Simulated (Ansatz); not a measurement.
# Te2Mo (P2_1/m) in Ansatz: a series of runs

Runs on Te2Mo. Level: RPBE+D3(BJ). Tasks: single point, equation of state.

All numbers are computed with Ansatz 0.2.0; they aren't measurements. Logs are shortened: lines on timing, memory, paths and dates and some standing lists are left out, and cuts for length are marked.

## Step 1: The crystal as given

The structure is monoclinic, space group P2_1/m (No. 11). The conventional cell has a = 6.330 Å, b = 3.469 Å, c = 13.860 Å, α = 90.00°, β = 93.92°, γ = 90.00°. Te (site symmetry m) is surrounded by 3 Mo at 2.79 to 2.81 Å. Te (site symmetry m) is surrounded by 3 Mo at 2.70 Å. Around Te (site symmetry m) lie 3 Mo at 2.79 to 2.82 Å. Te (site symmetry m) has 3 Mo at 2.70 to 2.71 Å as nearest neighbours. Mo (site symmetry m) is surrounded by 6 Te at 2.70 to 2.82 Å and 2 Mo at 2.89 Å. Around Mo (site symmetry m) lie 6 Te at 2.70 to 2.81 Å and 2 Mo at 2.90 Å.

## Step 2: Single point, RPBE+D3(BJ), 23.78 Å³/atom (volume scaled by 0.94)

Contents of input.yaml:

```yaml
crystal:
  lattice:
    - [6.2007800682, 0.0, 0.0]
    - [0.0, 3.3981842111, 0.0]
    - [-0.9274669445, 0.0, 13.5453481849]
  atoms:
    - { symbol: Te, position: [0.9437, 0.75, 0.6045] }
    - { symbol: Te, position: [0.0563, 0.25, 0.3955] }
    - { symbol: Te, position: [0.903, 0.25, 0.8514] }
    - { symbol: Te, position: [0.097, 0.75, 0.1486] }
    - { symbol: Te, position: [0.4112, 0.75, 0.8955] }
    - { symbol: Te, position: [0.5888, 0.25, 0.1045] }
    - { symbol: Te, position: [0.4432, 0.25, 0.6484] }
    - { symbol: Te, position: [0.5568, 0.75, 0.3516] }
    - { symbol: Mo, position: [0.8167, 0.75, 0.9926] }
    - { symbol: Mo, position: [0.1833, 0.25, 0.0074] }
    - { symbol: Mo, position: [0.6819, 0.25, 0.4934] }
    - { symbol: Mo, position: [0.3181, 0.75, 0.5066] }
hamiltonian:
  xc: rpbe
  pseudopotentials: { kind: paw }
  dispersion: d3bj
kpoints:
  mp_grid: { grid: [4, 8, 2] }
scf:
  occupations: { method: fermi_dirac, width: 0.05 }
output:
  forces: true
  stress: true
  eigenvalues: true
```

Potentials or basis: Ansatz PAW.

Run with:

```console
> ansatz run input.yaml --threads 2 --pin off --max-ram 5120MiB --backend cpu --events-out ev --progress --plain --runs-dir out
```

Output:

```text
Warning: RAYON_NUM_THREADS=2 ignored (pool sized by the plan → 2); use --threads N
Engine: ansatz 0.2.0, x86_64-unknown-linux-gnu
Pseudopotentials: kind: paw
Pseudopotential: Te, paw, valence charge 16, recommended cutoff 420 eV (normal), Te.paw.azcp
Pseudopotential: Mo, paw, valence charge 14, recommended cutoff 420 eV (normal), Mo.paw.azcp
Functional definition: RPBE
  parameter kappa = 0.804
  parameter beta = 0.06672455060314922
  exchange = rpbe_x(kappa = kappa, mu = beta*pi^2/3)
  correlation = pbe_c(beta = beta)
Crystal: 12 atoms, lattice volume = 285.419 Å³
Basis set: ecut = 420 eV, 5599 PW (Γ), exchange–correlation on 90×48×192 points (8 copies of the dense FFT grid, shifted against one another)
Bands: 111, of which v1, the nominal top of the filled ones, is band 92 counted from 1 (91 counted from 0)
Symmetry: 4 space group operations
Space group: P21/m (ITA 11), of the structure as read, at distance tolerance 6.6e-5 Å
k-points: 30 of 64
Non-local potential: Te, projectors of the file, l = 0: 2, l = 1: 2, l = 2: 2, l = 3: 2
Non-local potential: Mo, projectors of the file, l = 0: 3, l = 1: 2, l = 2: 2, l = 3: 1
PAW form: soft (Blöchl's): semilocal exchange-correlation on the pseudo side does not see the compensation charge
PAW frozen core: Te, regenerated for the run's functional, and the local potential with it (the file was generated under x = pbe(κ = 0.804, μ = 0.2195149727645171), c = pbe(β = 0.06672455060314922))
PAW frozen core: Mo, regenerated for the run's functional, and the local potential with it (the file was generated under x = pbe(κ = 0.804, μ = 0.2195149727645171), c = pbe(β = 0.06672455060314922))
PAW one-centre angular grid: Te, 590 points (default); XC on 64 Gauss nodes
PAW one-centre angular grid: Mo, 590 points (default); XC on 64 Gauss nodes
Initial density: superposition of atomic densities (neutral atoms: chi_scale 0, normalization atom), corrected by the library's trained network
Initial wavefunctions: pseudopotential atomic-orbital guess
Functional: x = rpbe, c = pbe(β = 0.06672455060314922)
SCF iter   1: F=—  HF=-75799.036285 eV  |F-HF|=—  |Δ(HF+E_count)|=         —  Δρ=4.53e-3  dr2=2.54e-2  ethr=1.77e-3  ⟨swp⟩=6.1  Hψ=12115  notcnv=0  defer=42
preconditioner: auto → LDOS  [metal: Δε(μ)=0.015 eV  Ē_g=7.575 eV  σ=0.050 eV  W_gap=0.08  n_scr=80 (ndim 8)  ℏωp=18.7 eV  f_vac=0.020  D(μ)=3.98/eV (n_scr^D=16)  β→1.0]
SCF iter   2: F=—  HF=-75799.057135 eV  |F-HF|=—  |Δ(HF+E_count)|=   2.08e-2  Δρ=1.19e-3  dr2=1.00e-2  ethr=1.38e-5  ⟨swp⟩=2.9  Hψ=8090  notcnv=0  defer=233
SCF iter   3: F=—  HF=-75799.056148 eV  |F-HF|=—  |Δ(HF+E_count)|=   9.87e-4  Δρ=6.61e-4  dr2=3.97e-3  ethr=5.44e-6  ⟨swp⟩=2.0  Hψ=4665  notcnv=0  defer=233
SCF iter   4: F=—  HF=-75799.055744 eV  |F-HF|=—  |Δ(HF+E_count)|=   4.04e-4  Δρ=2.49e-4  dr2=3.22e-4  ethr=2.16e-6  ⟨swp⟩=2.0  Hψ=3658  notcnv=0  defer=233
SCF iter   5: F=—  HF=-75799.055671 eV  |F-HF|=—  |Δ(HF+E_count)|=   7.22e-5  Δρ=6.61e-5  dr2=2.46e-5  ethr=1.75e-7  ⟨swp⟩=2.9  Hψ=5586  notcnv=0  defer=233
SCF iter   6: F=—  HF=-75799.055675 eV  |F-HF|=—  |Δ(HF+E_count)|=   3.42e-6  Δρ=1.67e-5  dr2=1.97e-6  ethr=1.34e-8  ⟨swp⟩=3.0  Hψ=6126  notcnv=0  defer=233
SCF iter   7: F=-75799.055675 eV  HF=-75799.055675 eV  |F-HF|=5.41e-9  |Δ(HF+E_count)|=   2.55e-7  Δρ=3.27e-6  dr2=3.90e-8  ethr=5.43e-11  ⟨swp⟩=10.0  Hψ=17063  notcnv=0
SCF 1 converged in 7 iterations: F = -75799.055675 eV  dr2 = 3.90e-8
SCF converged after 7 iterations
Free energy (F): -75799.055675 eV
Harris-Foulkes:  -75799.055675 eV  (|F-HF|=5.41e-9)
Internal energy: -75799.022407 eV  (E = F + TS)
E sigma→0 (E₀):  -75799.039041 eV
Entropy (-TS):   -0.033268 eV (-2.772 meV/atom)
Fermi energy:    13.738726 eV
--- Per-component energies (eV) ---
  E_band       = -2128.484357
  E_kinetic    = 3234.584866
  E_local      = -14613.711050  (includes V_loc(G=0)·N_el)
  E_nonlocal   = -1916.404491
  E_hartree    = 8271.081311
  E_xc         = -1740.719165
  E_vxc        = -1762.775651  (∫ρ·V_xc dr)
  E_paw        = -50205.755111  (= ΣΔE_a)
  E_vpaw       = -3612.325990  (= ΣTr[D̂ρ^β])
  E_aug_tail   = -0.001296  (compensation charges beyond the density's cutoff)
  E_ewald      = -18792.713248
  E_disp       = -34.708018  (pairwise vdW)
  E_core_change = -0.676206  (= ΣΔE_core)
  E_smearing   = -0.033268  (= −TS)
  E_closure    = 0.000000  (closes the sum)
  Σ components = -75799.055675   (vs F -75799.055675, Δ=0.00e0)
--- Forces (eV/Å), atoms counted from 1 ---
  atom   1  Te     0.17147328     0.00000000    -0.26962489
  atom   2  Te    -0.17147328     0.00000000     0.26962489
  atom   3  Te    -0.05336591     0.00000000    -0.46743886
  atom   4  Te     0.05336591     0.00000000     0.46743886
  atom   5  Te     0.18529837     0.00000000     0.31589625
  atom   6  Te    -0.18529837     0.00000000    -0.31589625
  atom   7  Te     0.00495256     0.00000000     0.41344951
  atom   8  Te    -0.00495256     0.00000000    -0.41344951
  atom   9  Mo    -0.00259064     0.00000000     0.17303947
  atom  10  Mo     0.00259064     0.00000000    -0.17303947
  atom  11  Mo    -0.13004187     0.00000000     0.21659201
  atom  12  Mo     0.13004187     0.00000000    -0.21659201
  max |Σ_I F_I| component: 8.33e-17 eV/Å
--- Stress (GPa, compression-positive) ---
      -13.030252       0.000000       0.054453
        0.000000     -15.758841       0.000000
        0.054453       0.000000      -9.317847
  P = ⅓ Tr σ = -12.7023 GPa (-127.023 kbar)
--- Band table (eV; the first three rows and the last of 30) ---
  k-point 0: bands = ["-47.3099", "-47.2837", "-47.2364", "-47.2084", "-23.4737", "-23.4634", "-23.4534", "-23.4532", "-23.4382", "-23.4271", "-23.4228", "-23.4156", "-23.4150", "-23.4144", "-23.4106", "-23.3927", "-23.3867", "-23.3840", "-23.3816", "-23.3780", "-23.3777", "-23.3745", "-23.3733", "-23.3582", "-23.3564", "-23.3556", "-23.3465", "-23.3437", "-23.3388", "-23.3340", "-23.3287", "-23.3196", "-23.3173", "-23.3134", "-23.2872", "-23.2870", "-23.2778", "-23.2722", "-23.2672", "-23.2626", "-23.2468", "-23.2370", "-23.2269", "-23.2220", "-21.6119", "-21.5887", "-21.4949", "-21.4909", "-21.4686", "-21.4654", "-21.3205", "-21.3034", "-21.2905", "-21.2738", "-21.1298", "-21.1003", "0.1117", "0.4630", "1.1355", "1.7399", "2.2077", "2.3770", "2.4210", "2.6593", "7.3681", "7.6110", "7.6974", "8.2663", "8.7565", "8.9845", "9.1769", "9.3799", "10.0312", "10.9153", "10.9374", "11.0335", "11.0352", "11.0772", "11.2633", "11.5143", "11.7452", "11.7774", "12.2372", "12.3581", "12.7457", "12.9526", "13.0553", "13.2121", "13.2700", "13.6173", "13.8526", "13.8975", "14.1734", "14.4603", "14.7344", "14.8322", "14.8724", "15.6609", "15.9293", "15.9399", "16.1870", "16.5813", "16.8892", "16.9414", "17.1690", "17.3108", "17.4878", "17.6615", "18.4771", "18.6714", "18.9449"]
  k-point 1: bands = ["-47.3099", "-47.2837", "-47.2364", "-47.2084", "-23.4737", "-23.4634", "-23.4534", "-23.4532", "-23.4382", "-23.4271", "-23.4228", "-23.4156", "-23.4150", "-23.4145", "-23.4106", "-23.3927", "-23.3867", "-23.3840", "-23.3816", "-23.3781", "-23.3777", "-23.3744", "-23.3734", "-23.3582", "-23.3564", "-23.3556", "-23.3465", "-23.3437", "-23.3388", "-23.3340", "-23.3287", "-23.3196", "-23.3174", "-23.3134", "-23.2872", "-23.2870", "-23.2778", "-23.2722", "-23.2672", "-23.2626", "-23.2468", "-23.2370", "-23.2269", "-23.2220", "-21.6119", "-21.5887", "-21.4949", "-21.4909", "-21.4686", "-21.4654", "-21.3205", "-21.3034", "-21.2905", "-21.2738", "-21.1298", "-21.1003", "0.2293", "0.2671", "1.4596", "1.4883", "2.2222", "2.2325", "2.5976", "2.6137", "7.4781", "7.5302", "8.0386", "8.0871", "8.4801", "8.5950", "9.3555", "9.5742", "10.4880", "10.6471", "10.9731", "10.9947", "11.0388", "11.0725", "11.3034", "11.3619", "11.7001", "11.8920", "12.1770", "12.2986", "12.8711", "12.9095", "12.9856", "13.0393", "13.6906", "13.7378", "13.7408", "13.7415", "14.1889", "14.3230", "14.7521", "14.8181", "15.2973", "15.5568", "15.8811", "15.9618", "16.0320", "16.0479", "17.2472", "17.2553", "17.2593", "17.2952", "17.3912", "17.3929", "18.6514", "18.8177", "19.0406"]
  k-point 2: bands = ["-47.3060", "-47.2797", "-47.2380", "-47.2102", "-23.4705", "-23.4593", "-23.4553", "-23.4535", "-23.4349", "-23.4239", "-23.4229", "-23.4173", "-23.4165", "-23.4159", "-23.4095", "-23.3929", "-23.3879", "-23.3851", "-23.3819", "-23.3798", "-23.3744", "-23.3733", "-23.3692", "-23.3597", "-23.3577", "-23.3565", "-23.3477", "-23.3443", "-23.3348", "-23.3299", "-23.3295", "-23.3210", "-23.3195", "-23.3156", "-23.2878", "-23.2869", "-23.2780", "-23.2744", "-23.2668", "-23.2622", "-23.2465", "-23.2372", "-23.2265", "-23.2216", "-21.6066", "-21.5836", "-21.5176", "-21.4922", "-21.4829", "-21.4565", "-21.3399", "-21.3106", "-21.2959", "-21.2655", "-21.1304", "-21.1008", "0.3040", "0.6545", "1.2652", "1.8499", "2.3029", "2.5007", "2.5081", "2.7797", "7.5609", "7.8052", "7.8780", "8.3694", "8.7949", "9.1965", "9.2947", "9.3634", "9.9373", "10.4563", "10.6030", "10.7303", "10.8967", "11.1444", "11.2675", "11.3067", "11.7199", "11.7810", "11.8110", "12.2196", "12.4528", "12.7006", "12.7612", "12.7793", "13.0983", "13.4462", "13.4784", "13.6163", "13.7226", "14.0552", "14.9674", "15.0809", "15.1204", "15.5914", "15.7579", "15.8058", "15.9534", "16.0788", "16.2225", "16.4145", "16.6578", "17.1410", "17.1525", "17.3629", "18.6946", "18.8231", "19.8138"]
  k-point 29: bands = ["-47.2653", "-47.2653", "-47.2383", "-47.2383", "-23.4723", "-23.4723", "-23.4369", "-23.4369", "-23.4343", "-23.4343", "-23.4299", "-23.4299", "-23.4017", "-23.4017", "-23.3994", "-23.3994", "-23.3936", "-23.3936", "-23.3852", "-23.3852", "-23.3671", "-23.3671", "-23.3630", "-23.3630", "-23.3476", "-23.3476", "-23.3456", "-23.3456", "-23.3307", "-23.3307", "-23.3286", "-23.3286", "-23.3062", "-23.3062", "-23.2892", "-23.2892", "-23.2818", "-23.2818", "-23.2622", "-23.2622", "-23.2411", "-23.2411", "-23.2218", "-23.2218", "-21.6547", "-21.6547", "-21.6305", "-21.6305", "-21.3935", "-21.3935", "-21.3659", "-21.3659", "-21.2025", "-21.2025", "-21.1722", "-21.1722", "2.4796", "2.4796", "2.5849", "2.5849", "2.9086", "2.9086", "2.9878", "2.9878", "7.3470", "7.3470", "7.4274", "7.4274", "8.4276", "8.4276", "8.5602", "8.5602", "9.8607", "9.8607", "10.1103", "10.1103", "10.8441", "10.8441", "10.9383", "10.9383", "11.1883", "11.1883", "11.2646", "11.2646", "11.7242", "11.7242", "11.8115", "11.8115", "12.5847", "12.5847", "12.6803", "12.6803", "14.8366", "14.8366", "14.8663", "14.8663", "15.4783", "15.4783", "15.5804", "15.5804", "16.0298", "16.0298", "16.1903", "16.1903", "17.2536", "17.2536", "17.4182", "17.4182", "18.4648", "18.4648", "18.6152"]
```

Run time: 15 s. Hardware: 2 threads of Intel Xeon 6975P-C (Granite Rapids), shared host; peak memory 1.1 GiB.

What came out:

```yaml
Free_energy: -75799.0557 eV
Pressure: -12.7 GPa
Largest_force: 0.470 eV/Å
Band_gap_on_the_k_mesh: none (metal or under the smearing width)
```

Caveat: pairwise dispersion overbinds metals, which lowers pressure and volume; the PAW data sets come from PBE, with cores solved anew for the run's functional, which leaves a small shift of forces and pressure.

[end of part 1 of 2]
